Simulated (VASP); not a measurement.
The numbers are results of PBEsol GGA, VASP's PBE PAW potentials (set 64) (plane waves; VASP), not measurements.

Input for VASP

**INCAR**
```
SYSTEM = CoPt
PREC = Accurate; ENCUT = 520; LREAL = .FALSE.
LASPH = .TRUE.
EDIFF = 1E-7; NELM = 100; ALGO = Normal
LMAXMIX = 6
ISMEAR = 1; SIGMA = 0.1
GGA = PS
MAGMOM = 1.8 0.4
ISPIN = 2
IBRION = 2; NSW = 30; ISIF = 4
EDIFFG = -0.01
LWAVE = .FALSE.; LCHARG = .FALSE.; LORBIT = 10
```

File POSCAR:
```
CoPt
1
    2.6318900598     0.0000000000     0.0000000000
    0.0000000000     2.6318900598     0.0000000000
    0.0000000000     0.0000000000     3.6177333816
Co Pt
1 1
Direct
  0.0000000000   0.0000000000   0.0000000000
  0.5000000000   0.5000000000   0.5000000000
```

KPOINTS:
```
kpoints
0
gamma
 14 14 10
```

POTCAR, in this order: Co Pt (PBE.64 set). Program: vasp_std.

Output

OUTCAR:
```
 ion  position               nearest neighbor table
   1  0.000  0.000  0.000-   2 2.60   2 2.60   2 2.60   2 2.60   2 2.60   2 2.60   2 2.60   2 2.60
  LATTYP: Found a simple tetragonal cell.
 ALAT       =     2.6318900598
 C/A-ratio  =     1.3745761789
 Subroutine PRICEL returns:
 Original cell was already a primitive cell.
 Subroutine GETGRP returns: Found 16 space group operations
The static configuration has the point symmetry D_4h.
The dynamic configuration has the point symmetry D_4h.
The overall configuration has the point symmetry D_4h.
 Subroutine INISYM returns: Found 16 space group operations
 Subroutine IBZKPT returns following result:
 Found    216 irreducible k-points:

 Following reciprocal coordinates:
            Coordinates               Weight
  0.000000  0.000000  0.000000      1.000000
  0.071429  0.000000  0.000000      4.000000
  0.142857  0.000000  0.000000      4.000000
  0.214286  0.000000  0.000000      4.000000
  0.285714  0.000000  0.000000      4.000000
  0.357143  0.000000  0.000000      4.000000
  0.428571  0.000000  0.000000      4.000000
  0.500000  0.000000  0.000000      2.000000
...
```

OSZICAR:
```
       N       E                     dE             d eps       ncg     rms          rms(c)
DAV:   1     0.102188814825E+03    0.10219E+03   -0.89508E+03 12256   0.153E+03
DAV:   2    -0.123847928644E+02   -0.11457E+03   -0.10611E+03 12666   0.291E+02
DAV:   3    -0.164082477881E+02   -0.40235E+01   -0.39002E+01 14186   0.662E+01
DAV:   4    -0.164589468928E+02   -0.50699E-01   -0.50662E-01 14304   0.640E+00
DAV:   5    -0.164604400718E+02   -0.14932E-02   -0.14931E-02 14942   0.118E+00    0.192E+01
DAV:   6    -0.175280824991E+02   -0.10676E+01   -0.14792E+01 12502   0.926E+01    0.208E+01
DAV:   7    -0.150651603431E+02    0.24629E+01   -0.11276E+01 15048   0.942E+01    0.981E+00
DAV:   8    -0.149255665717E+02    0.13959E+00   -0.52577E-01 14756   0.123E+01    0.437E+00
DAV:   9    -0.148342141305E+02    0.91352E-01   -0.15903E-01 16546   0.969E+00    0.129E+00
DAV:  10    -0.148309963981E+02    0.32177E-02   -0.18530E-02 18406   0.209E+00    0.412E-01
DAV:  11    -0.148306339847E+02    0.36241E-03   -0.10076E-03 16502   0.627E-01    0.221E-01
DAV:  12    -0.148303770040E+02    0.25698E-03   -0.22868E-04 16794   0.386E-01    0.688E-02
DAV:  13    -0.148303508827E+02    0.26121E-04   -0.38289E-05 16668   0.100E-01    0.322E-02
DAV:  14    -0.148303485673E+02    0.23154E-05   -0.15809E-05 18242   0.462E-02    0.126E-02
DAV:  15    -0.148303489096E+02   -0.34222E-06   -0.84210E-07 16132   0.194E-02    0.556E-03
DAV:  16    -0.148303488761E+02    0.33479E-07   -0.28241E-07  8960   0.103E-02
   1 F= -.14830349E+02 E0= -.14830428E+02  d E =-.148303E+02  mag=     2.1577
```

### OUTCAR
```
------------------------ aborting loop because EDIFF is reached ----------------------------------------
  FORCE on cell =-STRESS in cart. coord.  units (eV):
  Direction    XX          YY          ZZ          XY          YZ          ZX
  --------------------------------------------------------------------------------------
  Total        1.2789813      1.2789813      1.2894847      0.0000000      0.0000000     -0.0000000
  in kB       81.7716421     81.7716421     82.4431814      0.0000000      0.0000000     -0.0000000
  external PRESSURE =      81.9954885 kB  Pullay stress =       0.0000000 kB
  volume of cell :       25.06
      direct lattice vectors                 reciprocal lattice vectors
     2.631890060  0.000000000  0.000000000     0.379955081  0.000000000  0.000000000
     0.000000000  2.631890060  0.000000000     0.000000000  0.379955081  0.000000000
     0.000000000  0.000000000  3.617733382     0.000000000  0.000000000  0.276416169
 POSITION                                       TOTAL-FORCE (eV/Angst)
 -----------------------------------------------------------------------------------
      0.00000      0.00000      0.00000         0.000000      0.000000      0.000000
      1.31595      1.31595      1.80887         0.000000      0.000000      0.000000
 -----------------------------------------------------------------------------------
    total drift:                               -0.000000      0.000000      0.000000
  FREE ENERGIE OF THE ION-ELECTRON SYSTEM (eV)
  ---------------------------------------------------
  free  energy   TOTEN  =       -14.8303488761 eV

  energy  without entropy=      -14.8305863787  energy(sigma->0) =      -14.83042804

 total charge

# of ion       s       p       d       tot
------------------------------------------
    1        0.437   0.502   7.260   8.200
    2        0.742   0.752   8.079   9.573
--------------------------------------------------
tot          1.180   1.253  15.340  17.773

 magnetization (x)

# of ion       s       p       d       tot
------------------------------------------
    1       -0.003  -0.011   1.791   1.778
    2       -0.013  -0.050   0.440   0.378
--------------------------------------------------
tot         -0.016  -0.061   2.232   2.155

 reached required accuracy - stopping structural energy minimisation
```
(Selected blocks of OUTCAR.)

OUTCAR:
```
 val. band max:       11.4598578304   @ k =   0.2857   0.1429   0.5000

 cond. band min:      11.4676541771   @ k =   0.2143   0.0000   0.3000


 Fermi energy:        11.4652609341

 spin component 1

 k-point     1 :       0.0000    0.0000    0.0000
  band No.  band energies     occupation
      1       1.1087      1.00000
      2       4.5632      1.00000
      3       4.6001      1.00000
      4       7.9146      1.00000
      5       7.9146      1.00000
      6       8.4670      1.00000
      7       9.5280      1.00000
      8       9.8643      1.00000
      9      11.1053      1.00000
     10      11.2318      1.00235
     11      11.2318      1.00235
     12      13.7289      0.00000
     13      22.1109      0.00000
     14      23.8251      0.00000

 k-point     2 :       0.0714    0.0000    0.0000
  band No.  band energies     occupation
      1       1.2552      1.00000
      2       4.6335      1.00000
      3       4.7158      1.00000
      4       7.8404      1.00000
      5       7.9568      1.00000
      6       8.5043      1.00000
      7       9.4892      1.00000
      8       9.8614      1.00000
      9      10.7299      1.00000
     10      10.9649      1.00000
     11      11.1937      1.00042
     12      14.3736      0.00000
     13      21.9440      0.00000
     14      23.1651      0.00000

 k-point     3 :       0.1429    0.0000    0.0000
  band No.  band energies     occupation
      1       1.6754      1.00000
      2       4.7974      1.00000
      3       5.0921      1.00000
      4       7.6202      1.00000
      5       8.0813      1.00000
      6       8.5962      1.00000
      7       9.3792      1.00000
      8       9.8715      1.00000
      9       9.8802      1.00000
     10      10.5979      1.00000
     11      11.0806      1.00000
     12      15.6628      0.00000
     13      20.8581      0.00000
     14      22.4466      0.00000

...
```

Unless said otherwise, spin-orbit coupling is left out, though it shifts the bands of the heavy elements here.

The compound is CoPt in the L1_0 structure. This cell is one point of a volume scan, at 0.97 of the reference volume.
